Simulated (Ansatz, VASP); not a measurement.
# As: VASP beside Ansatz

```
As
1.0
     3.57134    0.00000    0.00000
    -1.78567    3.09287    0.00000
     0.00000    0.00000   20.29528
As
4
Direct
  0.33333 0.66667 0.29059
  0.66667 0.33333 0.22173
  0.00000 0.33333 0.56246
  0.66667 0.66667 0.49359
```

Alike in both runs: task single point; functional PBE; dispersion D3(BJ); k mesh 9 × 9 × 1; occupations gaussian, width 0.05 eV; no spin polarisation.

|  | VASP | Ansatz |
| --- | --- | --- |
| version | VASP 6.6.1 | Ansatz 0.2.0 |
| potentials or method | VASP PAW PBE potentials, release 64 (As) | scalar-relativistic, plane waves, PAW |
| plane-wave cutoff (eV) | 520 | 420 |
| valence electrons in the cell | 20 | 60 |

Ansatz gave:

| Item | Value |
| --- | --- |
| gap on the k mesh at the Fermi level (eV) | 1.34 |
| least direct gap on the mesh (eV) | 1.93 |
| rms of the force components (eV/Å) | 0.027 |

Question: Estimate VASP's values.

Answer: gap on the k mesh at the Fermi level (eV): 1.35; least direct gap on the mesh (eV): 1.91; rms of the force components (eV/Å): 0.069.

Atom by atom the forces differ by 0.053 eV/Å (rms over components). The two sets of potentials don't hold the same shells in valence.

Expect the measured gap to be larger: semilocal functionals such as PBE lack the derivative discontinuity.
